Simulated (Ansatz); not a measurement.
Input and command of a plane-wave DFT calculation in Ansatz:

```yaml
crystal:
  lattice:
    - [3.935621, 0.0, 0.0]
    - [-1.96781, 3.408347, 0.0]
    - [0.0, 0.0, 9.640262]
  atoms:
    - { symbol: Mn, position: [0.0, 0.0, 0.0], spin: 4.15 }
    - { symbol: Sb, position: [0.66666667, 0.33333333, 0.16666667] }
    - { symbol: Mn, position: [0.33333333, 0.66666667, 0.33333333], spin: 4.15 }
    - { symbol: Sb, position: [0.0, 0.0, 0.5] }
    - { symbol: Mn, position: [0.66666667, 0.33333333, 0.66666667], spin: 4.15 }
    - { symbol: Sb, position: [0.33333333, 0.66666667, 0.83333333] }
basis:
  ecutwfc: 420
kpoints:
  mp_grid: { grid: [12, 12, 4] }
hamiltonian:
  xc: pbe
scf:
  occupations: { method: gaussian, width: 0.1 }
output:
  forces: true
  stress: true
  eigenvalues: true
  populations: true
  write_density: true
  write_potential: true
  elf: true
  volumetric_format: npy
magnetization:
  spin_polarized: true
relax:
  adjacent_minimum: "off"
  f_tol: 0.005
  max_steps: 80
  cell: { stress_tol: 0.05 }
```

```bash
ansatz run input.yaml --threads 2 --pin off --max-ram 4096MiB --backend cpu --events-out ev --progress --plain --runs-dir out
```

Processor: Intel(R) Xeon(R) 6975P-C (Granite Rapids), 2 threads, on a host shared with other jobs.

**Question.** Estimate time, memory and problem size.

**Answer.** About 92 s on 2 threads of Intel(R) Xeon(R) 6975P-C (Granite Rapids), on a shared host, peak memory 1.1 GiB. It solves 62 bands at 69 k points (the mesh reduced by the symmetry that the task leaves, which can be less than the crystal's) with about 2577 plane waves (on the last cell), in 37 SCF iterations over 4 ionic steps.
